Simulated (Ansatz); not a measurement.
System: rock-salt LiI. Method: PBE (Ansatz, a program for electronic structure, plane waves, PAW).

Run with plane-wave cutoff 520 eV, 10×10×10 k mesh, Fermi–Dirac smearing 0.01 eV, scalar-relativistic PAW data made under PBE.

Properties against volume:

```json
[
 {"V (Å³/atom)": "25.630", "P (GPa)": "1.40", "direct gap at Γ (eV)": "4.513", "smallest gap on the k mesh (eV)": "4.366"},
 {"V (Å³/atom)": "26.175", "P (GPa)": "0.88", "direct gap at Γ (eV)": "4.422", "smallest gap on the k mesh (eV)": "4.364"},
 {"V (Å³/atom)": "26.720", "P (GPa)": "0.42", "direct gap at Γ (eV)": "4.336", "smallest gap on the k mesh (eV)": "4.325"},
 {"V (Å³/atom)": "27.265", "P (GPa)": "0.00", "direct gap at Γ (eV)": "4.255", "smallest gap on the k mesh (eV)": "4.245"},
 {"V (Å³/atom)": "27.811", "P (GPa)": "-0.37", "direct gap at Γ (eV)": "4.179", "smallest gap on the k mesh (eV)": "4.170"},
 {"V (Å³/atom)": "28.356", "P (GPa)": "-0.71", "direct gap at Γ (eV)": "4.107", "smallest gap on the k mesh (eV)": "4.098"},
 {"V (Å³/atom)": "28.901", "P (GPa)": "-1.01", "direct gap at Γ (eV)": "4.039", "smallest gap on the k mesh (eV)": "4.031"}
]
```

A straight line through the gaps at Γ against ln V gives a volume deformation potential dE_g(Γ)/d ln V of -3.9 eV: the gap at Γ widens under compression.

Measured, for comparison: band gap 6.4 eV (temperature not stated, no zero-point or thermal correction, our sources range from 6.10 to 6.40; as tabulated in Aguado et al. (1998), arXiv:cond-mat/9809176).

Spin–orbit coupling is not included; with these elements it can move the gap by several tenths of an eV or more.
